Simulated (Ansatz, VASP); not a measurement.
Two plane-wave programs on KF

File INCAR:

```
SYSTEM = KF
PREC = Accurate ; ENCUT = 520
EDIFF = 1E-7 ; ISMEAR = -1
SIGMA = 0.02 ; LREAL = .False.
LASPH = .True. ; NELM = 80
ALGO = Normal ; ISIF = 2
LWAVE = .False. ; LCHARG = .True.
GGA = PE ; LELF = .True.
LVHAR = .True. ; NBANDS = 15
```

KPOINTS

```
Automatic mesh
0
Gamma
  8 8 8
  0 0 0
```

POSCAR

```
KF
1.0
    3.1788706815      0.0000000000      0.0000000000
    0.0000000000      3.1788706815      0.0000000000
    0.0000000000      0.0000000000      3.1563006997
K F
1 1
Direct
    0.0000000000      0.0000000000      0.0000000000
    0.5000000000      0.5000000000      0.5000000000
```

Input for Ansatz:

```yaml
crystal:
  lattice:
    - [3.1788706815, 0.0, 0.0]
    - [0.0, 3.1788706815, 0.0]
    - [0.0, 0.0, 3.1563006997]
  atoms:
    - { symbol: K, position: [0.0, 0.0, 0.0] }
    - { symbol: F, position: [0.5, 0.5, 0.5] }
kpoints:
  mp_grid: { grid: [8, 8, 8] }
  band_path:
    path: [[0.0, 0.0, 0.0], [0.0, 0.5, 0.0], [0.5, 0.5, 0.0], [0.5, 0.5, 0.5]]
    npoints: 1
hamiltonian:
  xc: pbe
scf:
  occupations: { method: fermi_dirac, width: 0.02 }
  n_extra_bands: 4
output:
  forces: true
  stress: true
  eigenvalues: true
  write_density: true
  write_potential: true
  elf: true
  volumetric_format: npy
```

Change from the starting cell: uniaxial_z strain -0.7%.

Alike in both runs: task single point; functional PBE; k mesh 8 × 8 × 8; occupations fermi-dirac, width 0.02 eV; no spin polarisation.

|  | VASP | Ansatz |
| --- | --- | --- |
| version | VASP 6.6.1 | Ansatz 0.2.0 |
| potentials or method | VASP PAW PBE potentials, release 64 (K_sv, F) | plane waves, PAW |
| plane-wave cutoff (eV) | 520 | 420 |
| valence electrons in the cell | 16 | 16 |

```csv
,VASP,Ansatz,Ansatz less VASP
gap on the k mesh at the Fermi level (eV),6.83,6.85,+0.020
pressure (GPa),3.3,3.3,-0.07
largest component of the traceless stress (GPa),0.44,0.44,0.000
```

With one functional, cell and mesh, what is left measures potentials, basis and numerics.

A k mesh can miss the band edges.
